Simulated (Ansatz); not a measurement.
ZrN under changes of volume

One of the cells (12.167 Å³/atom); the others are scaled copies at fixed shape and fractional positions:

```
Zr N
1.0
     0.00000    2.30000    2.30000
     2.30000    0.00000    2.30000
     2.30000    2.30000    0.00000
Zr N
1 1
Direct
  0.50000 0.50000 0.50000
  0.00000 0.00000 0.00000
```

* Program: Ansatz 0.2.0
* Functional: PBE
* Potentials or basis: all-electron LAPW, scalar-relativistic
* Cutoff: 303 eV (chosen from the basis error)
* Basis error allowed: 0.0005 eV/atom
* k mesh: 10 × 10 × 10
* Occupations: fermi-dirac, width 0.05 eV
* Spin: no spin polarisation

| volume (Å³/atom) | energy over the lowest point (meV/atom) | pressure (GPa) |
| --- | --- | --- |
| 11.437 | 33.73 | 16.6 |
| 11.680 | 13.56 | 10.1 |
| 11.924 | 2.63 | 4.4 |
| 12.167 | 0.00 | -0.8 |
| 12.410 | ? | ? |
| 12.654 | 16.35 | -9.6 |
| 12.897 | 33.91 | -13.4 |

**Question.** What does the run at 12.410 Å³/atom give?

**Answer.** Energy over the lowest point 4.83 meV/atom; pressure -5.4 GPa.

Worked out: A Birch-Murnaghan fit of order 3 (a polynomial in V^(-2/3)) to the other rows has its minimum at 12.13 Å³/atom with B0 = V·E''(V) = 249 GPa and B' = 4.3. It gives 4.80 meV/atom at 12.410 Å³/atom, against the run's 4.83, and -dE/dV = -5.5 GPa, against -5.4.

Energies are extrapolated to zero smearing.
